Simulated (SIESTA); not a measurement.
BaS:

```
CELL_PARAMETERS angstrom
0.00000 3.19375 3.19375
3.19375 0.00000 3.19375
3.19375 3.19375 0.00000
ATOMIC_POSITIONS crystal
Ba 0.00000 0.00000 0.00000
S 0.50000 0.50000 0.50000
```

Base run:

- Program: SIESTA 5.4.2
- Functional: LDA
- Potentials or basis: PseudoDojo 0.4 standard (LDA files)
- Basis: DZP (energy shift 0.003 Ry; two zetas on semicore shells; d shell added on Ba)
- Grid cutoff: 500 Ry
- Energy shift: 0.003 Ry
- k mesh: 7 × 7 × 7
- Occupations: fermi-dirac, width 0.05 eV
- Spin: no spin polarisation

Its results: band gap on the k mesh 2.00 eV, indirect (least direct gap 2.16 eV); pressure -1.4 GPa.

**Question.** The run is repeated on the same cell with these changes: functional from LDA to PBEsol; potentials or basis from PseudoDojo 0.4 standard (LDA files) to PseudoDojo 0.4 standard (PBEsol files). What comes out?

**Answer.** Band gap on the k mesh 2.06 eV, indirect (least direct gap 2.22 eV); pressure -0.1 GPa.

Caveats: this set's barium file shifts pressures by up to 1 GPa against other sets; spin-orbit coupling is left out, which moves the levels of the heavy elements; the basis of atomic orbitals isn't converged, which shifts pressures, moduli and gaps.

A k mesh can miss the band edges.
